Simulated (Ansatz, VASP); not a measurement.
**ZnSe in VASP and in Ansatz**

```
Zn Se
1.0
     0.00000    2.77712    2.83380
     2.77712    0.00000    2.83380
     2.77712    2.77712    0.00000
Zn Se
1 1
Direct
  0.00000 0.00000 0.00000
  0.75000 0.75000 0.75000
```

Change from the starting cell: equal xx and yy strain of -2 %, crystal datasets.

Alike in both runs: task electric field gradients; functional LDA; k mesh 8 × 8 × 8; occupations fermi-dirac, width 0.03 eV; no spin polarisation.

|  | VASP | Ansatz |
| --- | --- | --- |
| version | VASP 6.6.1 | Ansatz 0.2.0 |
| potentials or method | VASP PAW LDA potentials, release 64 (Zn, Se), cutoff 520 eV | all-electron PAW with datasets made for the crystal, scalar-relativistic |

VASP gave:

| Item | Value |
| --- | --- |
| gap on the k mesh at the Fermi level (eV) | 1.21 |
| pressure (GPa) | -0.6 |
| largest component of the traceless stress (GPa) | 0.54 |
| Vzz of the field gradient on the site that differs most (V/Å²) | 8.8 |

Problem. What did Ansatz give for the same quantities?

Solution. gap on the k mesh at the Fermi level (eV): 1.17; pressure (GPa): -0.9; largest component of the traceless stress (GPa): 0.55; Vzz of the field gradient on the site that differs most (V/Å²): 9.1.

Ansatz ran all-electron here, so the differences hold the error of VASP's frozen core and of both bases.
